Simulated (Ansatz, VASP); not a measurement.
# In: VASP beside Ansatz

The input INCAR:

```
SYSTEM = In
ALGO = Fast
EDIFF = 1E-7
ENCUT = 520
GGA = PS
ISIF = 2
ISMEAR = -1
LASPH = .True.
LCHARG = .True.
LELF = .True.
LREAL = .False.
LVHAR = .True.
LWAVE = .False.
NBANDS = 12
NELM = 100
PREC = Accurate
SIGMA = 0.05
```

File KPOINTS:

```
k-points
0
Gamma
  6 6 6
  0 0 0
```

File POSCAR:

```
In
1.0
   -1.8825252400      1.8825252400      1.8825252400
    1.8825252400     -1.8825252400      1.8825252400
    1.8825252400      1.8825252400     -1.8825252400
In
1
Direct
    0.0000000000      0.0000000000      0.0000000000
```

Contents of input.yaml:

```yaml
crystal:
  lattice:
    - [-1.88252524, 1.88252524, 1.88252524]
    - [1.88252524, -1.88252524, 1.88252524]
    - [1.88252524, 1.88252524, -1.88252524]
  atoms:
    - { symbol: In, position: [0.0, 0.0, 0.0] }
hamiltonian:
  xc: pbesol
  pseudopotentials: { kind: paw }
kpoints:
  mp_grid: { grid: [6, 6, 6] }
  band_path:
    path:
      - [[0.0, 0.0, 0.0], [0.5, -0.5, 0.5], [0.0, 0.0, 0.5], [0.0, 0.0, 0.0], [0.25, 0.25, 0.25], [0.5, -0.5, 0.5]]
      - [[0.25, 0.25, 0.25], [0.0, 0.0, 0.5]]
    npoints: 14
scf:
  occupations: { method: fermi_dirac, width: 0.05 }
  n_extra_bands: 6
output:
  forces: true
  stress: true
  eigenvalues: true
  fatbands: false
```

This isn't the form of In at room conditions, which is tetragonal.

Alike in both runs: functional PBEsol; k mesh 6 × 6 × 6; occupations fermi-dirac, width 0.05 eV; no spin polarisation.

|  | VASP | Ansatz |
| --- | --- | --- |
| version | VASP 6.6.1 | Ansatz 0.2.0 |
| potentials or method | VASP PAW PBE potentials, release 64 (In_d) | Ansatz PAW |
| plane-wave cutoff (eV) | 520 | 420 |
| valence electrons in the cell | 13 | 13 |
| task | single point | band structure |

|  | VASP | Ansatz | Ansatz less VASP |
| --- | --- | --- | --- |
| gap on the k mesh at the Fermi level (eV) | none | none | - |
| pressure (GPa) | -2.2 | -2.2 | +0.01 |

A gap of «none» marks a metal or a gap that the smearing closes.

Caveats: the k mesh is coarse (spacing up to 0.39 Å⁻¹), so the values aren't converged; the PAW data sets were made with another functional, which shifts forces and pressure a little (VASP); spin-orbit coupling is left out, which moves the levels of the heavy elements (Ansatz); the PAW data sets come from PBE, with cores solved anew for the run's functional, which leaves a small shift of forces and pressure (Ansatz).
